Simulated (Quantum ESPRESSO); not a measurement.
A run of Quantum ESPRESSO 7.5 is set up as follows.

The input pw.in:

```
&CONTROL
  calculation = 'scf'
  prefix = 'pwscf'
  outdir = './tmp'
  pseudo_dir = './pseudo'
  tprnfor = .true.
  tstress = .true.
  disk_io = 'low'
/
&SYSTEM
  ibrav = 0
  nat = 2
  ntyp = 2
  ecutwfc = 70
  nbnd = 20
  input_dft = 'r2scan'
  occupations = 'smearing'
  smearing = 'fd'
  degauss = 0.00367493
  nosym = .true.
/
&ELECTRONS
  conv_thr = 1d-08
  electron_maxstep = 120
  mixing_beta = 0.5
/
ATOMIC_SPECIES
Zn    65.3800 Zn_ONCV_PBE-1.2.upf
S     32.0600 S_ONCV_PBE-1.2.upf
CELL_PARAMETERS angstrom
   0.0000000000    2.7020000000    2.7020000000
   2.7020000000    0.0000000000    2.7020000000
   2.7020000000    2.7020000000    0.0000000000
ATOMIC_POSITIONS crystal
Zn     0.7500000000    0.7500000000    0.7500000000
S      0.0000000000    0.0000000000    0.0000000000
K_POINTS automatic
7 7 7 0 0 0
```

Contents of bands.in:

```
&CONTROL
  calculation = 'bands'
  prefix = 'pwscf'
  outdir = './tmp'
  pseudo_dir = './pseudo'
  disk_io = 'low'
  verbosity = 'high'
/
&SYSTEM
  ibrav = 0
  nat = 2
  ntyp = 2
  ecutwfc = 70
  nbnd = 20
  input_dft = 'r2scan'
  occupations = 'smearing'
  smearing = 'fd'
  degauss = 0.00367493
  nosym = .true.
/
&ELECTRONS
  conv_thr = 1d-08
  electron_maxstep = 120
  mixing_beta = 0.5
  diago_full_acc = .true.
  startingwfc = 'random'
/
ATOMIC_SPECIES
Zn    65.3800 Zn_ONCV_PBE-1.2.upf
S     32.0600 S_ONCV_PBE-1.2.upf
CELL_PARAMETERS angstrom
   0.0000000000    2.7020000000    2.7020000000
   2.7020000000    0.0000000000    2.7020000000
   2.7020000000    2.7020000000    0.0000000000
ATOMIC_POSITIONS crystal
Zn     0.7500000000    0.7500000000    0.7500000000
S      0.0000000000    0.0000000000    0.0000000000
K_POINTS crystal
60
 0.0000000000  0.0000000000  0.0000000000 1
 0.0625000000  0.0000000000  0.0625000000 1
 0.1250000000  0.0000000000  0.1250000000 1
 0.1875000000  0.0000000000  0.1875000000 1
 0.2500000000  0.0000000000  0.2500000000 1
 0.3125000000  0.0000000000  0.3125000000 1
 0.3750000000  0.0000000000  0.3750000000 1
 0.4375000000  0.0000000000  0.4375000000 1
 0.5000000000  0.0000000000  0.5000000000 1
 0.5000000000  0.0625000000  0.5625000000 1
 0.5000000000  0.1250000000  0.6250000000 1
 0.5000000000  0.1875000000  0.6875000000 1
 0.5000000000  0.2500000000  0.7500000000 1
 0.4375000000  0.3125000000  0.7500000000 1
 0.3750000000  0.3750000000  0.7500000000 1
 0.3375000000  0.3375000000  0.6750000000 1
 0.3000000000  0.3000000000  0.6000000000 1
 0.2625000000  0.2625000000  0.5250000000 1
 0.2250000000  0.2250000000  0.4500000000 1
 0.1875000000  0.1875000000  0.3750000000 1
 0.1500000000  0.1500000000  0.3000000000 1
 0.1125000000  0.1125000000  0.2250000000 1
 0.0750000000  0.0750000000  0.1500000000 1
 0.0375000000  0.0375000000  0.0750000000 1
 0.0000000000  0.0000000000  0.0000000000 1
 0.0625000000  0.0625000000  0.0625000000 1
 0.1250000000  0.1250000000  0.1250000000 1
 0.1875000000  0.1875000000  0.1875000000 1
 0.2500000000  0.2500000000  0.2500000000 1
 0.3125000000  0.3125000000  0.3125000000 1
 0.3750000000  0.3750000000  0.3750000000 1
 0.4375000000  0.4375000000  0.4375000000 1
 0.5000000000  0.5000000000  0.5000000000 1
 0.5250000000  0.4500000000  0.5250000000 1
 0.5500000000  0.4000000000  0.5500000000 1
 0.5750000000  0.3500000000  0.5750000000 1
 0.6000000000  0.3000000000  0.6000000000 1
 0.6250000000  0.2500000000  0.6250000000 1
 0.5833333333  0.2500000000  0.6666666667 1
 0.5416666667  0.2500000000  0.7083333333 1
 0.5000000000  0.2500000000  0.7500000000 1
 0.5000000000  0.2857142857  0.7142857143 1
 0.5000000000  0.3214285714  0.6785714286 1
 0.5000000000  0.3571428571  0.6428571429 1
 0.5000000000  0.3928571429  0.6071428571 1
 0.5000000000  0.4285714286  0.5714285714 1
 0.5000000000  0.4642857143  0.5357142857 1
 0.5000000000  0.5000000000  0.5000000000 1
 0.4821428571  0.4821428571  0.5357142857 1
 0.4642857143  0.4642857143  0.5714285714 1
 0.4464285714  0.4464285714  0.6071428571 1
 0.4285714286  0.4285714286  0.6428571429 1
 0.4107142857  0.4107142857  0.6785714286 1
 0.3928571429  0.3928571429  0.7142857143 1
 0.3750000000  0.3750000000  0.7500000000 1
 0.6250000000  0.2500000000  0.6250000000 1
 0.5937500000  0.1875000000  0.5937500000 1
 0.5625000000  0.1250000000  0.5625000000 1
 0.5312500000  0.0625000000  0.5312500000 1
 0.5000000000  0.0000000000  0.5000000000 1
```

Potentials or basis: SG15 PBE 1.2.

Command:

```sh
$ OMP_NUM_THREADS=1 mpirun -n 4 pw.x -nk 4 -in pw.in > pw.out
$ OMP_NUM_THREADS=1 mpirun -n 4 pw.x -nk 4 -in bands.in > bands.out
```

Estimate the band gap on the k mesh.

2.62 eV, direct.

What does it give for the band gap along the path?

2.62 eV, direct.

Estimate the pressure.

0.0 GPa.

Levels at the corners of the path, in eV from the valence-band top:
| point | band 9 | band 10 | band 11 | band 12 | band 13 | band 14 | band 15 | band 16 | band 17 | band 18 |
| --- | --- | --- | --- | --- | --- | --- | --- | --- | --- | --- |
| Γ | -6.17 | -6.17 | 0.00 | 0.00 | 0.00 | 2.62 | 7.04 | 7.04 | 7.04 | 12.43 |
| X | -6.10 | -5.94 | -4.63 | -2.25 | -2.25 | 3.77 | 4.56 | 11.75 | 12.91 | 12.91 |
| W | -6.21 | -5.76 | -4.60 | -2.79 | -2.77 | 6.09 | 6.67 | 8.53 | 8.79 | 13.39 |
| K | -6.13 | -5.81 | -4.65 | -3.17 | -1.83 | 4.57 | 6.50 | 10.02 | 10.51 | 11.46 |
| Γ | -6.17 | -6.17 | 0.00 | 0.00 | 0.00 | 2.62 | 7.04 | 7.04 | 7.04 | 12.43 |
| L | -6.14 | -5.95 | -5.35 | -0.87 | -0.87 | 3.84 | 7.51 | 7.51 | 9.41 | 12.87 |
| U | -6.13 | -5.81 | -4.65 | -3.17 | -1.83 | 4.57 | 6.50 | 10.02 | 10.51 | 11.46 |
| W | -6.21 | -5.76 | -4.60 | -2.79 | -2.77 | 6.09 | 6.67 | 8.53 | 8.79 | 13.39 |
| L | -6.14 | -5.95 | -5.35 | -0.87 | -0.87 | 3.84 | 7.51 | 7.51 | 9.41 | 12.87 |
| K | -6.13 | -5.81 | -4.65 | -3.17 | -1.83 | 4.57 | 6.50 | 10.02 | 10.51 | 11.46 |
| U | -6.13 | -5.81 | -4.65 | -3.17 | -1.83 | 4.57 | 6.50 | 10.02 | 10.51 | 11.46 |
| X | -6.10 | -5.94 | -4.63 | -2.25 | -2.25 | 3.77 | 4.56 | 11.75 | 12.91 | 12.91 |

Caveat: the potentials were made for another functional, which shifts forces and pressure.

**Measured values to compare with.**

From “Electronic, vibrational, and thermodynamic properties of ZnS (zincblende and rocksalt structure)”, 2009, arxiv:0911.5022, for a bulk crystal of ZnS at 19 K: band gap 3.85 eV (direct).

A measured gap of ZnS is 3.85 eV (direct; 19 K; quoted in “Electronic, vibrational, and thermodynamic properties of ZnS (zincblende and rocksalt structure)”, 2009, arxiv:0911.5022); the calculated 2.62 eV misses it by -1.23 eV. The value is that of r2SCAN, without temperature or zero-point motion.
